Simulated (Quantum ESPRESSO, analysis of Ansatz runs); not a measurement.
# AlH3 (Fd-3m), nudged elastic band: F_H exchanging with V_H (q = 0) (Quantum ESPRESSO)

Wanted: path and barrier of a jump of F in AlH3 (Fd-3m) at charge 0. The case: F_H exchanging with V_H, in a cell of 64 host atoms with 1 site emptied and F put on another atom's site.

Main program and level: Quantum ESPRESSO 7.5; Quantum ESPRESSO plane-wave DFT, PBEsol, GBRV 1.5 PBEsol potentials; nudged elastic band between two relaxed defect structures.

Report form: the programs' logs are mostly left out.

## Step 1: The structure

The cell holds 63 atoms: 16 Al, 46 H and 1 F. Cell: a = 9.027 Å, b = 9.027 Å, c = 9.027 Å, α = 90.0°, β = 90.0°, γ = 90.0°. It derives from AlH3 (space group Fd-3m). Nearest the centre at fractional (0.625, 0.722, 0.527): F47 at 1.20 Å, Al16 at 1.23 Å, H39 at 2.14 Å, H63 at 2.15 Å, H24 at 2.75 Å, Al12 at 2.77 Å, H55 at 2.78 Å, Al6 at 2.78 Å.

The cell's shortest repeat is 9.0 Å.

## Step 2: Relaxation of the start point, charge 0

A barrier is counted from a minimum, so both ends are relaxed first. Small random displacements break the symmetry of the ideal sites, so that the defect can distort if it gains by it. The cell holds an odd number of electrons, so the run is spin-polarised with the moment held at 1 μB.

pw.in

```
&CONTROL
  calculation = 'relax'
  prefix = 'pwscf'
  outdir = './tmp'
  pseudo_dir = './pseudo'
  tprnfor = .true.
  disk_io = 'low'
  nstep = 70
  forc_conv_thr = 0.00078
  etot_conv_thr = 0.0001
/
&SYSTEM
  ibrav = 0
  nat = 63
  ntyp = 3
  ecutwfc = 40
  ecutrho = 324
  nbnd = 55
  occupations = 'fixed'
  nspin = 2
  starting_magnetization(1) = 0.1667
  starting_magnetization(2) = 0.5
  starting_magnetization(3) = 0.0714
  tot_magnetization = 1
  nosym = .true.
/
&ELECTRONS
  conv_thr = 6d-08
  electron_maxstep = 100
  mixing_beta = 0.3
/
&IONS
  ion_dynamics = 'bfgs'
/
ATOMIC_SPECIES
Al    26.9815 al_pbesol_v1.uspp.F.UPF
H      1.0080 h_pbesol_v1.4.uspp.F.UPF
F     18.9984 f_pbesol_v1.4.uspp.F.UPF
CELL_PARAMETERS angstrom
   9.0267813738    0.0000000000    0.0000000000
   0.0000000000    9.0267813738    0.0000000000
   0.0000000000    0.0000000000    9.0267813738
ATOMIC_POSITIONS crystal
Al     0.1283117445    0.3748435364    0.8752305335
Al     0.1267127835    0.8722515699    0.3742531516
Al     0.6259432933    0.3734397743    0.3722213004
Al     0.6222280673    0.8745839347    0.8767856531
Al     0.3772547361    0.1225631387    0.8748478463
Al     0.3767702591    0.6251112299    0.3721894682
Al     0.8742370830    0.1226839041    0.3772580823
Al     0.8746798078    0.6217784829    0.8757513870
[... 51 atom lines left out ...]
H      0.0555804020    0.2490442715    0.7476218530
H      0.0563014659    0.7483451794    0.2494905933
H      0.5529188738    0.2469434255    0.2511852112
H      0.5550865998    0.7490463965    0.7527395796
K_POINTS gamma
```

Started as:

```
OMP_NUM_THREADS=1 mpirun -n 8 pw.x -in pw.in > pw.out
```

The job ended after 1.8 min (8 MPI ranks of Arm Neoverse V2, shared host; peak memory 1 GiB).

Step by step:

| step | energy less that of the first step (eV) |
| --- | --- |
| 0 | 0.0000 |
| 1 | -0.3218 |
| 2 | -0.4327 |
| 3 | -0.4712 |
| 4 | -0.5019 |
| 5 | -0.5224 |
| 6 | -0.5382 |
| 7 | -0.5492 |
| 8 | -0.5587 |
| 9 | -0.5669 |
| 10 | -0.5729 |
| 11 | -0.5771 |
| 12 | -0.5804 |
| 13 | -0.5829 |
| 14 | -0.5849 |
| 15 | -0.5868 |
| 16 | -0.5883 |
| 17 | -0.5894 |
| 18 | -0.5901 |
| 19 | -0.5906 |
| 20 | -0.5910 |
| 21 | -0.5914 |

The atoms that moved most (Å):

| atom | dx | dy | dz | length |
| --- | --- | --- | --- | --- |
| F47 | -0.072 | -0.001 | -0.166 | 0.181 |
| H63 | -0.052 | 0.042 | -0.124 | 0.141 |
| Al16 | -0.105 | -0.059 | -0.030 | 0.124 |
| H34 | 0.052 | 0.105 | 0.028 | 0.121 |
| H53 | 0.033 | 0.099 | 0.061 | 0.120 |
| H26 | 0.091 | 0.013 | 0.067 | 0.114 |
| H41 | 0.057 | 0.066 | 0.067 | 0.110 |
| H55 | -0.063 | 0.082 | -0.015 | 0.105 |

Neighbours of F47 at the end:

| atom | distance (Å) |
| --- | --- |
| Al16 | 1.824 |
| Al12 | 1.831 |
| H34 | 2.405 |
| H39 | 2.415 |
| H26 | 2.458 |
| H63 | 2.528 |
| H51 | 2.563 |
| H55 | 2.584 |
| H59 | 2.590 |

This step gave:

- total moment: 1.0000 μB
- integral of the absolute spin density: 1.072 μB
- highest filled level: 1.159 eV
- lowest empty level: 2.052 eV
- r.m.s. move of the farther half of the atoms: 0.02606 Å
- largest move from the ideal geometry of this structure, a common shift of the far atoms taken out: 0.1740 Å

The relaxation gained 0.591 eV and ended with a largest force component of 0.019 eV/Å.

## Step 3: Relaxation of the end point, charge 0

The end point is relaxed in the same cell and settings, so that the two energies compare. Atoms more than 3.2 Å from the middle of the hop start where the first relaxation left them, the nearer ones on or close to their ideal places, with small random displacements.

pw.in

```
&CONTROL
  calculation = 'relax'
  prefix = 'pwscf'
  outdir = './tmp'
  pseudo_dir = './pseudo'
  tprnfor = .true.
  disk_io = 'low'
  nstep = 70
  forc_conv_thr = 0.00078
  etot_conv_thr = 0.0001
/
&SYSTEM
  ibrav = 0
  nat = 63
  ntyp = 3
  ecutwfc = 40
  ecutrho = 324
  nbnd = 55
  occupations = 'fixed'
  nspin = 2
  starting_magnetization(1) = 0.1667
  starting_magnetization(2) = 0.5
  starting_magnetization(3) = 0.0714
  tot_magnetization = 1
  nosym = .true.
/
&ELECTRONS
  conv_thr = 6d-08
  electron_maxstep = 100
  mixing_beta = 0.3
/
&IONS
  ion_dynamics = 'bfgs'
/
ATOMIC_SPECIES
Al    26.9815 al_pbesol_v1.uspp.F.UPF
H      1.0080 h_pbesol_v1.4.uspp.F.UPF
F     18.9984 f_pbesol_v1.4.uspp.F.UPF
CELL_PARAMETERS angstrom
   9.0267813738    0.0000000000    0.0000000000
   0.0000000000    9.0267813738    0.0000000000
   0.0000000000    0.0000000000    9.0267813738
ATOMIC_POSITIONS crystal
Al     0.1237266555    0.3746954570    0.8749713516
Al     0.1292109435    0.8761729851    0.3769340049
[... 3 atom lines left out ...]
Al     0.3741146580    0.6250952023    0.3756590593
[... 5 atom lines left out ...]
Al     0.8752462380    0.8748237725    0.6239343716
[... 3 atom lines left out ...]
Al     0.6250774139    0.6259392264    0.6244176651
[... 3 atom lines left out ...]
H      0.4989204380    0.5002483336    0.3034760569
[... 3 atom lines left out ...]
H      0.5001321547    0.5006260264    0.6974396864
[... 9 atom lines left out ...]
H      0.8039726559    0.0006708011    0.4992794169
[... 4 atom lines left out ...]
H      0.6964040365    0.4993983355    0.5009208788
[... 7 atom lines left out ...]
F      0.4998335126    0.6953457414    0.4989951793
[... 3 atom lines left out ...]
H      0.7504755209    0.9470109575    0.7491197150
[... 3 atom lines left out ...]
H      0.7509659873    0.5529564971    0.7498106025
[... 1 atom line left out ...]
H      0.4462954783    0.7495554038    0.2490140672
[... 5 atom lines left out ...]
H      0.5527921175    0.7501120494    0.7491268693
K_POINTS gamma
```

Wall time 2.3 min (8 MPI ranks); peak memory 1.2 GiB; 18 min of CPU time.

Step by step (22 of 27):

| step | energy less that of the first step (eV) |
| --- | --- |
| 0 | 0.0000 |
| 1 | -0.1389 |
| 2 | -0.2078 |
| 4 | -0.2677 |
| 5 | -0.2863 |
| 6 | -0.3018 |
| 7 | -0.3152 |
| 9 | -0.3383 |
| 10 | -0.3447 |
| 11 | -0.3484 |
| 12 | -0.3516 |
| 14 | -0.3573 |
| 15 | -0.3593 |
| 16 | -0.3609 |
| 17 | -0.3621 |
| 19 | -0.3635 |
| 20 | -0.3640 |
| 21 | -0.3644 |
| 22 | -0.3648 |
| 24 | -0.3654 |
| 25 | -0.3657 |
| 26 | -0.3659 |

The atoms that moved most (Å):

| atom | dx | dy | dz | length |
| --- | --- | --- | --- | --- |
| H26 | -0.143 | -0.088 | -0.097 | 0.194 |
| F47 | 0.073 | 0.167 | -0.022 | 0.183 |
| H41 | -0.125 | -0.096 | -0.089 | 0.181 |
| H39 | 0.043 | 0.106 | -0.050 | 0.125 |
| H34 | -0.050 | -0.089 | -0.042 | 0.111 |
| Al16 | 0.091 | 0.041 | 0.046 | 0.110 |
| H33 | 0.085 | 0.060 | -0.011 | 0.104 |
| H24 | 0.074 | 0.014 | -0.065 | 0.099 |

Neighbours of F47 at the end:

| atom | distance (Å) |
| --- | --- |
| Al16 | 1.823 |
| Al6 | 1.829 |
| H57 | 2.404 |
| H63 | 2.411 |
| H41 | 2.454 |
| H39 | 2.528 |
| H20 | 2.560 |
| H33 | 2.590 |
| H24 | 2.590 |

This step gave:

| Property | Result |
| --- | --- |
| total moment | 1.0000 μB |
| integral of the absolute spin density | 1.072 μB |
| highest filled level | 1.154 eV |
| lowest empty level | 2.045 eV |
| r.m.s. move of the farther half of the atoms | 0.02806 Å |
| largest move from the ideal geometry of this structure, a common shift of the far atoms taken out | 0.1927 Å |

The relaxation gained 0.366 eV and ended with a largest force component of 0.017 eV/Å. The end lies within 1 meV of the start.

## Step 4: Nudged elastic band, charge 0

3 movable images are laid between the ends by interpolation. Each image feels the true force across the path and a spring force along it. The highest image is set to climb to the top of the path.

This step: Quantum ESPRESSO plane-wave DFT, PBEsol, GBRV 1.5 PBEsol potentials; nudged elastic band between two relaxed defect structures.

neb.in

```
BEGIN
BEGIN_PATH_INPUT
&PATH
  restart_mode = 'from_scratch'
  string_method = 'neb'
  nstep_path = 45
  ds = 1.5
  opt_scheme = 'broyden'
  num_of_images = 5
  k_max = 0.3
  k_min = 0.2
  CI_scheme = 'auto'
  path_thr = 0.05
/
END_PATH_INPUT
BEGIN_ENGINE_INPUT
&CONTROL
  prefix = 'pwscf'
  outdir = './tmp'
  pseudo_dir = './pseudo'
  disk_io = 'low'
/
&SYSTEM
  ibrav = 0
  nat = 63
  ntyp = 3
  ecutwfc = 40
  ecutrho = 324
  nbnd = 55
  occupations = 'fixed'
  nspin = 2
  starting_magnetization(1) = 0.1667
  starting_magnetization(2) = 0.5
  starting_magnetization(3) = 0.0714
  tot_magnetization = 1
  nosym = .true.
/
&ELECTRONS
  conv_thr = 6d-08
  electron_maxstep = 100
  mixing_beta = 0.3
/
ATOMIC_SPECIES
Al    26.9815 al_pbesol_v1.uspp.F.UPF
H      1.0080 h_pbesol_v1.4.uspp.F.UPF
F     18.9984 f_pbesol_v1.4.uspp.F.UPF
CELL_PARAMETERS angstrom
   9.0267813738    0.0000000000    0.0000000000
   0.0000000000    9.0267813738    0.0000000000
   0.0000000000    0.0000000000    9.0267813738
BEGIN_POSITIONS
FIRST_IMAGE
ATOMIC_POSITIONS crystal
Al     0.1253099952    0.3745435628    0.8755554245
Al     0.1289397054    0.8752123810    0.3775609035
Al     0.6240549141    0.3720302735    0.3737218587
Al     0.6233468243    0.8741239720    0.8722039834
Al     0.3742026850    0.1235001545    0.8755500236
Al     0.3796932872    0.6251360455    0.3816878956
Al     0.8774408869    0.1264550898    0.3741993246
Al     0.8738100243    0.6242202103    0.8729186410
Al     0.3734533139    0.3716628490    0.6251238272
Al     0.3781434898    0.8733034262    0.1266822586
Al     0.8750067173    0.3755736028    0.1249992738
Al     0.8772352215    0.8789579661    0.6213051858
Al     0.1256146054    0.1253202605    0.6250279587
Al     0.1260762927    0.6255743932    0.1264482417
Al     0.6269252159    0.1234616053    0.1239949729
Al     0.6159593051    0.6193597281    0.6197846911
H      0.0011711977   -0.0017585796    0.3079224985
H     -0.0010221600    0.4994877186    0.8041404413
H      0.4997096619   -0.0009957177    0.8036991572
H      0.5017512999    0.4986394667    0.3045243404
H      0.0007084009    0.0008030200    0.6956671711
H      0.0028253890    0.4984861684    0.1958302257
H      0.5005923945    0.0003683827    0.1949300117
H      0.4968528708    0.4948753331    0.6984994602
H     -0.0000469285    0.3065951537   -0.0001626290
H      0.0080965716    0.8059367883    0.5049896471
H      0.4975642560    0.3034546324    0.4983804538
H      0.5009807056    0.8020012198   -0.0001102673
H      0.0033812793    0.1972197362    0.4984250123
H     -0.0000497696    0.6924978926   -0.0003585825
H      0.5009703326    0.1930095625   -0.0008965965
H      0.3074213403   -0.0024752658    0.0006723614
H      0.3032241554    0.4969515800    0.5021630534
H      0.8072721049    0.0091802846    0.5040900298
H      0.8046444696    0.5000934919   -0.0003136653
H      0.1979239062    0.0034584479    0.4992688120
H      0.1954833685    0.4991028092    0.0020575396
H      0.6943743738   -0.0028652830   -0.0007367212
H      0.6936840087    0.4919841190    0.5017276452
H      0.2498179283    0.2489907923    0.9455812151
H      0.2587311396    0.7551210107    0.4535342916
H      0.7502741557    0.2488480902    0.4448878087
H      0.7479262228    0.7487293831    0.9404085107
H      0.2500762699    0.2480985806    0.5550275581
H      0.2524206743    0.7490811529    0.0570722957
H      0.7512594143    0.2493561570    0.0543975416
F      0.7429235102    0.7526614584    0.5365952776
H      0.2491914371    0.4439906645    0.7508100360
H      0.2518849541    0.9427370885    0.2505404558
H      0.7501816188    0.4446921959    0.2495578559
H      0.7504085608    0.9416476888    0.7483478176
H      0.2484151630    0.0535212304    0.7517674275
H      0.2539053326    0.5617099362    0.2547986182
H      0.7528750527    0.0544175296    0.2488175154
H      0.7435132864    0.5593615402    0.7476614570
H      0.4435802041    0.2460957189    0.7490215104
H      0.4518461273    0.7540097691    0.2584697391
H      0.9462021546    0.2501879680    0.2487695568
H      0.9396394568    0.7486973110    0.7453933533
H      0.0551096358    0.2493299776    0.7509270524
H      0.0574344394    0.7504652357    0.2519576508
H      0.5560944080    0.2471104380    0.2494805586
H      0.5493431105    0.7537502202    0.7389911602
INTERMEDIATE_IMAGE
ATOMIC_POSITIONS crystal
Al     0.1256488186    0.3745195831    0.8754145630
Al     0.1271575266    0.8743256071    0.3766780986
[... 61 atom lines left out ...]
INTERMEDIATE_IMAGE
ATOMIC_POSITIONS crystal
Al     0.1259607094    0.3745021917    0.8753005976
Al     0.1256107287    0.8735292045    0.3758325350
[... 61 atom lines left out ...]
INTERMEDIATE_IMAGE
ATOMIC_POSITIONS crystal
Al     0.1263406550    0.3744618017    0.8752105847
Al     0.1244076215    0.8727579547    0.3749798248
[... 61 atom lines left out ...]
LAST_IMAGE
ATOMIC_POSITIONS crystal
Al     0.1266817260    0.3744032121    0.8751035020
Al     0.1226269530    0.8719460844    0.3740245439
[... 3 atom lines left out ...]
Al     0.3750181031    0.6283386976    0.3708144549
[... 5 atom lines left out ...]
Al     0.8722208640    0.8676561021    0.6241069498
[... 3 atom lines left out ...]
Al     0.6365130117    0.6298845597    0.6295718385
[... 3 atom lines left out ...]
H      0.5019209242    0.5015648421    0.3079730838
[... 3 atom lines left out ...]
H      0.5096598532    0.5015233955    0.6903804679
[... 9 atom lines left out ...]
H      0.7997499976   -0.0098359144    0.4947550765
[... 4 atom lines left out ...]
H      0.7025700561    0.5105139185    0.4954274765
[... 7 atom lines left out ...]
F      0.5093020335    0.7131969248    0.4966656635
[... 3 atom lines left out ...]
H      0.7495788249    0.9446213972    0.7502254969
[... 3 atom lines left out ...]
H      0.7557230477    0.5512904672    0.7537458744
[... 1 atom line left out ...]
H      0.4445080900    0.7459218879    0.2404242783
[... 5 atom lines left out ...]
H      0.5580515640    0.7475255402    0.7570243741
END_POSITIONS
K_POINTS gamma
END_ENGINE_INPUT
END
```

Started as:

```
OMP_NUM_THREADS=1 mpirun -n 8 neb.x -ni 2 -inp neb.in > neb.out
```

It took 5.2 min on 8 MPI ranks; peak memory 1.5 GiB; 42 min of CPU time.

The path, image by image:

| image | path (Å) | energy (eV) | F47: x, y, z (Å) |
| --- | --- | --- | --- |
| 0 | 0.000 | 0.0000 | 6.706, 6.794, 4.844 |
| 1 | 0.734 | 0.5038 | 6.146, 6.917, 4.688 |
| 2 | 1.334 | 1.0486 | 5.652, 6.780, 4.498 |
| 3 | 1.933 | 0.5051 | 5.158, 6.591, 4.361 |
| 4 | 2.666 | -0.0002 | 4.597, 6.438, 4.483 |

Read from the output:

```yaml
barrier_forward: 1.049 eV
barrier_backward: 1.049 eV
end_less_start: -2.00e-4 eV
hop_length: 2.169 Å
```

The band met its tolerance of 0.05 eV/Å after 12 iterations, with image 2 on top (the start counts as 0). F47, which moves farthest between the ends, has 2 Al at 1.82 Å nearest at the start and 1 Al at 1.72 Å at the top.

## Step 5: What came out

```
barrier forward                         : 1.05 eV
barrier backward                        : 1.05 eV
end less start                          : 0.00 eV
hop length                              : 2.17 Å
band iterations, as the log counts them : 12
```

**Reading.** The top of the band lies 1.05 eV above the start and 1.05 eV above the end, which are alike in energy and neighbours. No record shows where the unpaired electron stands at the top, which bears on this barrier. With an assumed prefactor of 1e13 per second it gives one hop a second along this one path at about 410 K; whether such hops link up through the crystal wasn't checked. At the top F47 stands 1.72 Å from its nearest Al, 0.10 Å closer than at the start. The order of the top as a saddle was not checked for all atoms, so a bent path could be lower. What this leaves open: sampling at the zone centre alone can move energies of charged and open-shell states by tenths of an eV or more in cells of this size; PBEsol makes the gap too small and tends to spread out bound carriers.

[Logs are printed without paths, hosts, clocks, repeated set-up lines and the standing remarks that a program may print on its own settings, such as how far it seeks lower states.]

[Hosts, paths, dates, database ids (printed as entryN), source tags and the programs' standing remarks are cut or masked in the printed files.]
